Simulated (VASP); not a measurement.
# Ca, relaxation of the cell: which settings are enough?

Ca, Fm-3m (no. 225), 1 atom in the cell. R2SCAN; PAW potentials Ca_sv (PBE set). VASP 6.6.1.

Wanted: cell volume within 0.05 %; lattice lengths within 0.03 %; shortest distances from each atom, periodic images included within 0.002 Å.

What the run is for: cell; Accuracy asked: tight.

The series start from Plane-wave cutoff (eV): 400; Smearing width (eV): 0.1; k-point mesh: 9 × 9 × 9; Relaxation passes: 2; Ionic threshold (EDIFFG): -0.005; Electronic threshold (eV): 1e-6; Precision mode (PREC): Accurate; Relaxation algorithm: IBRION=2 POTIM=0.5. Each series keeps the choices made before it, and each single choice may use up half of a tolerance. Times cover all steps of a run.

## Plane-wave cutoff (eV)

| Plane-wave cutoff (eV) | Cell volume (Å³) | Lattice lengths, largest deviation against the largest value | Shortest distances from each atom, periodic images included, largest deviation (Å) | Time (s) |
|---|---|---|---|---|
| 260 | 42.85 | 0.48 % | 0.0189 | 51 |
| 300 | 43.13 | 0.27 % | 0.0105 | 54 |
| 340 | 43.19 | 0.22 % | 0.0088 | 51 |
| 400 | 43.42 | 0.046 % | 0.0018 | 76 |
| 460 | 43.43 | 0.034 % | 0.0013 | 74 |
| 560 | 43.42 | 0.04 % | 0.0016 | 99 |
| 700 (reference) | 43.48 | 0 % | 0.0000 | 93 |

Chosen: 700; the next looser run is off by more than half of the tolerance, so convergence isn't shown beyond this value.

## Smearing width (eV)

| Smearing width (eV) | Cell volume (Å³) | Lattice lengths, largest deviation against the largest value | Shortest distances from each atom, periodic images included, largest deviation (Å) | Time (s) |
|---|---|---|---|---|
| 0.4 | 43.32 | 0.1 % | 0.0041 | 98 |
| 0.3 | 43.27 | 0.14 % | 0.0056 | 104 |
| 0.2 | 43.34 | 0.09 % | 0.0036 | 97 |
| 0.15 | 43.42 | 0.025 % | 0.0010 | 92 |
| 0.1 | 43.48 | 0.015 % | 0.0006 | 93 |
| 0.05 (reference) | 43.46 | 0 % | 0.0000 | 94 |

Chosen: 0.05; the next looser run is off by more than half of the tolerance, so convergence isn't shown beyond this value.

## k-point mesh

| k-point mesh | Cell volume (Å³) | Lattice lengths, largest deviation against the largest value | Shortest distances from each atom, periodic images included, largest deviation (Å) | Time (s) |
|---|---|---|---|---|
| 4 × 4 × 4 | 43.41 | 0.17 % | 0.0065 | 46 |
| 5 × 5 × 5 | 42.57 | 0.49 % | 0.0193 | 63 |
| 6 × 6 × 6 | 42.93 | 0.2 % | 0.0081 | 64 |
| 7 × 7 × 7 | 43.4 | 0.15 % | 0.0061 | 63 |
| 9 × 9 × 9 | 43.46 | 0.2 % | 0.0078 | 94 |
| 11 × 11 × 11 (reference) | 43.2 | 0 % | 0.0000 | 131 |

Chosen: 11 × 11 × 11; the next looser run is off by more than half of the tolerance, so convergence isn't shown beyond this value.

## Relaxation passes

| Relaxation passes | Cell volume (Å³) | Lattice lengths, largest deviation against the largest value | Shortest distances from each atom, periodic images included, largest deviation (Å) | Time (s) |
|---|---|---|---|---|
| 1 | 43.2 | 0 % | 0.0000 | 106 |
| 2 | 43.2 | 0 % | 0.0000 | 131 |
| 3 (reference) | 43.2 | 0 % | 0.0000 | 168 |

Chosen: 1, the loosest value from which every tighter one stays within half of the tolerance.

## Ionic threshold (EDIFFG)

| Ionic threshold (EDIFFG) | Cell volume (Å³) | Lattice lengths, largest deviation against the largest value | Shortest distances from each atom, periodic images included, largest deviation (Å) | Time (s) |
|---|---|---|---|---|
| -0.05 | 43.63 | 0.33 % | 0.0131 | 54 |
| -0.02 | 43.34 | 0.11 % | 0.0043 | 62 |
| -0.01 | 43.25 | 0.042 % | 0.0017 | 82 |
| -0.005 | 43.2 | 0 % | 0.0000 | 106 |
| -0.002 (reference) | 43.2 | 0 % | 0.0000 | 100 |

Chosen: -0.005.

## Electronic threshold (eV)

| Electronic threshold (eV) | Cell volume (Å³) | Lattice lengths, largest deviation against the largest value | Shortest distances from each atom, periodic images included, largest deviation (Å) | Time (s) |
|---|---|---|---|---|
| 0.0001 | 43.2 | 0.011 % | 0.0004 | 71 |
| 1e-5 | 43.24 | 0.019 % | 0.0008 | 73 |
| 1e-6 | 43.2 | 0.012 % | 0.0005 | 106 |
| 1e-7 (reference) | 43.21 | 0 % | 0.0000 | 103 |

Chosen: 1e-7; the next looser run is off by more than half of the tolerance, so convergence isn't shown beyond this value.

## Precision mode (PREC)

| Precision mode (PREC) | Cell volume (Å³) | Lattice lengths, largest deviation against the largest value | Shortest distances from each atom, periodic images included, largest deviation (Å) | Time (s) |
|---|---|---|---|---|
| Normal | 43.22 | 0.0028 % | 0.0001 | 64 |
| Accurate (reference) | 43.21 | 0 % | 0.0000 | 103 |

Chosen: Normal.

## Relaxation algorithm

| Relaxation algorithm | Cell volume (Å³) | Lattice lengths, largest deviation against the largest value | Shortest distances from each atom, periodic images included, largest deviation (Å) | Time (s) |
|---|---|---|---|---|
| IBRION=2 POTIM=0.5 | 43.22 | 0 % | 0.0000 | 64 |
| IBRION=2 POTIM=0.2 | 43.2 | 0.01 % | 0.0004 | 81 |
| IBRION=1 POTIM=0.5 | 43.2 | 0.011 % | 0.0004 | 80 |
| IBRION=1 POTIM=0.2 | 43.19 | 0.019 % | 0.0007 | 70 |

Chosen: IBRION=2 POTIM=0.5; no other choice that stays within half of the tolerance saves 30 % of the time.

## All choices together

| Input | Cell volume (Å³) | Lattice lengths, largest deviation against the largest value | Shortest distances from each atom, periodic images included, largest deviation (Å) | Time (s) |
|---|---|---|---|---|
| the program's defaults (naive) | 42.86 | 0.27 % | 0.0106 | 4.0 |
| chosen settings | 43.22 | 0.0028 % | 0.0001 | 64 |
| reference settings throughout | 43.21 | 0 % | 0.0000 | 165 |

The chosen settings stay within the tolerance of the reference run, but the reference itself isn't shown to be converged in: Plane-wave cutoff (eV), Smearing width (eV), k-point mesh, Electronic threshold (eV).

Values of the reference run: Lattice lengths: 3.939, 3.939, 3.939 Å; Shortest distances from each atom, periodic images included: 3.939, 3.939, 3.939, 3.939 Å.

## The input

INCAR.step1:
```
  METAGGA = R2SCAN
  ISMEAR = 1
  SIGMA = 0.05
  LWAVE = False
  LCHARG = False
  NSW = 80
  PREC = Normal
  LASPH = True
  LREAL = False
  ALGO = Normal
  EDIFF = 1E-7
  NELM = 120
  GGA_COMPAT = False
  IBRION = 2
  ISIF = 3
  EDIFFG = -0.005
  NELMIN = 4
  ENCUT = 700
  LMIXTAU = True
  KPAR = 4
  POTIM = 0.5
```

INCAR.step2, as INCAR.step1 but for:
```
- NSW = 80
- IBRION = 2
- ISIF = 3
- EDIFFG = -0.005
- NELMIN = 4
- POTIM = 0.5
+ ISIF = 2
```

KPOINTS:
```
Automatic mesh
0
Gamma
  11 11 11
  0 0 0
```

POSCAR.step1:
```
Ca
1.0
    0.0000000000      2.7942000000      2.7942000000
    2.7942000000      0.0000000000      2.7942000000
    2.7942000000      2.7942000000      0.0000000000
Ca
1
Direct
    0.0000000000      0.0000000000      0.0000000000
```

Commands (each step's output is kept before the next begins):
```
cat potpaw_PBE.64/Ca_sv/POTCAR > POTCAR
cp INCAR.step1 INCAR
cp POSCAR.step1 POSCAR
mpirun -np 4 vasp_std > vasp.out
cp CONTCAR POSCAR
cp INCAR.step2 INCAR
mpirun -np 4 vasp_std > vasp.out
```

The chosen input took VASP 6.6.1 64 s on 4 cores (Intel Xeon 6975P-C (Granite Rapids)), a shared host.

## An input that fails: cell relaxed at a low cutoff

It runs to its end, but against the unchanged starting input it is off by 17 % in the cell volume, 6.1 % in the lattice lengths, 0.2420 Å in the shortest distances from each atom, periodic images included.

Changes against the starting input:
```
(all steps)
- PREC = Accurate
- NELM = 120
- ENCUT = 400
+ PREC = Low
+ NELM = 65
+ ENCUT = 190
```
